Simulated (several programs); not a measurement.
# What each method gives for CuI (P4/nmm)

CuI (P4/nmm) from a database of computed structures, relaxed with r2SCAN+rVV10 in Ansatz, was computed with several methods. The symmetry is P4/nmm (No. 129, tetragonal); a = 4.055 Å, c = 6.346 Å in the conventional setting, 26.09 Å³ an atom. Cu has 4 I at 2.64 Å; I has 4 Cu at 2.64 Å. Spin-unpolarised throughout; all numbers are computed.

```
Cu I
1.0
     4.05511    0.00000    0.00000
     0.00000    4.05511    0.00000
     0.00000    0.00000    6.34568
Cu I
2 2
Direct
  0.50000 0.50000 0.00000
  0.00000 0.00000 0.00000
  0.50000 0.00000 0.26671
  0.00000 0.50000 0.73329
```

Gaps and times are for a single point on this cell; volume and bulk modulus come from each method's own relaxation or energy curve at fixed shape, which is too stiff where a cell has free coordinates or axes. Times are rough, from shared hosts (Arm Neoverse V1; Arm Neoverse V2), and each method has its own mesh and cell size. A double dagger marks a value from a curve with shape and coordinates held. PM6 (MOPAC), PM7 (MOPAC), GFN1-xTB (tblite), GFN2-xTB (tblite) treat a cluster of cells at its zone centre, which samples few k points: where these miss a band edge, the gap comes out too large for that reason alone. Gaps from k meshes are read at a limited set of points (mesh, symmetry points, PBE's band edges), so each method's own least gap may be somewhat smaller. xTB and the PM methods were fitted mostly to molecules, and can miss a solid's gap by electronvolts. Minimal bases can be far off for gaps. Times of the plane-wave ladder aren't listed, since it ran on unlike processors and cards. Curves at held shape can't give the bulk modulus of a layered or molecular crystal, so none is listed. GLLB-SC's gap includes the derivative discontinuity. d marks a direct gap, i an indirect one (no mark: not told apart), a dash a value that wasn't computed or didn't pass its checks.

| method | kind | gap (eV) | own volume (Å³/atom) | bulk modulus (GPa) | atoms computed | processor time |
| --- | --- | --- | --- | --- | --- | --- |
| PBE-D3(BJ) | semilocal | – | 25.16 | – | 4 | – |
| r2SCAN+rVV10 | semilocal | – | 26.09 | – | 4 | – |
| PBE-D4 | semilocal | – | 25.29 | – | 4 | – |
| GFN1-xTB (tblite) | tight binding | 4.33 | – | – | cluster | 1.5 s |
| light PBE (260 eV and a coarse mesh) | light plane-wave | 1.76 d | – | – | 4 | 1.8 s |
| GFN2-xTB (tblite) | tight binding | 4.96 | 27.04‡ | – | cluster | 2.2 s |
| PM7 (MOPAC) | semi-empirical | 10.45 | – | – | cluster | 4.3 s |
| PBE/single zeta (GPAW) | small basis | 0.17 d | – | – | 4 | 5.2 s |
| LDA | semilocal | 1.39 d | – | – | 4 | – |
| PBE | semilocal | 1.58 d | – | – | 4 | – |
| PBE/SZV (CP2K) | small basis | 1.75 d | – | – | 4 | 12 s |
| PM6 (MOPAC) | semi-empirical | 5.59 | – | – | cluster | 12 s |
| r2SCAN | semilocal | 2.08 d | – | – | 4 | – |
| GLLB-SC (GPAW) | model potential | 3.16 | – | – | 4 | 26 s |
| PBE/DZVP (CP2K) | small basis | 1.57 d | 28.27‡ | – | 4 | 28 s |
| PBE+SOC | semilocal | 1.37 d | – | – | 4 | – |
| LC-ωPBE | hybrid | 7.60 d | – | – | 4 | – |
| PBE0 | hybrid | 3.60 d | – | – | 4 | – |
| HSE06 | hybrid | 2.92 d | – | – | 4 | – |
| r2SCAN0 | hybrid | 3.93 d | – | – | 4 | – |
| DDH-PBE0 | hybrid | 2.92 d | – | – | 4 | – |
| HSE06+SOC | hybrid | 2.64 d | – | – | 4 | – |

Against HSE06 (2.92 eV) and with closed or daggered gaps left aside, the nearest gap at the points sampled is that of DDH-PBE0 (0.00 eV) and the farthest that of PM7 (MOPAC) (+7.53 eV). HSE06 is only a yardstick of convenience, and nearness to it can be luck.

Only the rows marked +SOC include spin-orbit coupling.
